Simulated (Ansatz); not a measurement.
Os: do energies and stresses tell the same story?

The calculation used DFT PBEsol, scalar-relativistic, plane waves, PAW (Ansatz 0.2.0).

Plane waves to 420 eV, a k mesh through Γ of 18×18×10 on the computed 2-atom cell and Gaussian smearing (0.10 eV); no spin polarisation.

Relaxed cell: P6_3/mmc, a = 2.727 Å, b = 2.727 Å, c = 4.313 Å, α = 90.00°, β = 90.00°, γ = 120.00°, 2 atoms in the primitive cell.

Energies at zero smearing and pressures from the stress tensor, at volumes with shape and atoms relaxed:
| V (Å³/atom) | E − E(first) (meV/atom) | P (GPa) |
| --- | --- | --- |
| 12.224 | 0.00 | 74.51 |
| 12.641 | -162.15 | 50.86 |
| 13.058 | -267.75 | 30.93 |
| 13.475 | -325.68 | 14.14 |
| 13.891 | -343.47 | 0.01 |
| 14.308 | -327.48 | -11.88 |
| 14.725 | -283.11 | -21.87 |
| 15.280 | -187.60 | -32.70 |

Problem. Check P = −dE/dV between neighbouring volumes, and get the bulk modulus from the pressures alone.

Solution. With 1 eV/Å³ = 160.2 GPa:
| middle V (Å³/atom) | −ΔE/ΔV (GPa) | mean P (GPa) |
| --- | --- | --- |
| 12.433 | 62.340 | 62.685 |
| 12.849 | 40.596 | 40.897 |
| 13.266 | 22.272 | 22.538 |
| 13.683 | 6.839 | 7.075 |
| 14.100 | -6.146 | -5.939 |
| 14.516 | -17.059 | -16.877 |
| 15.003 | -27.539 | -27.288 |

The two differ by 0.35 GPa at most. The mean of two end pressures misses the average over a step by about ΔV² P″/12, up to 0.33 GPa here; with that taken off 0.04 GPa remains. The stress is the derivative of the free energy, not of the energy at zero smearing, and with free energies 0.01 GPa remains. Around V = 13.891 Å³/atom, the two neighbours give B = −V ΔP/ΔV = 13.891 × 26.03 / 0.833 = 433.8 GPa, against B0 = 431.1 GPa from the Birch–Murnaghan fit of the energies.

Spin–orbit coupling is left out, which can shift energies with elements as heavy as these.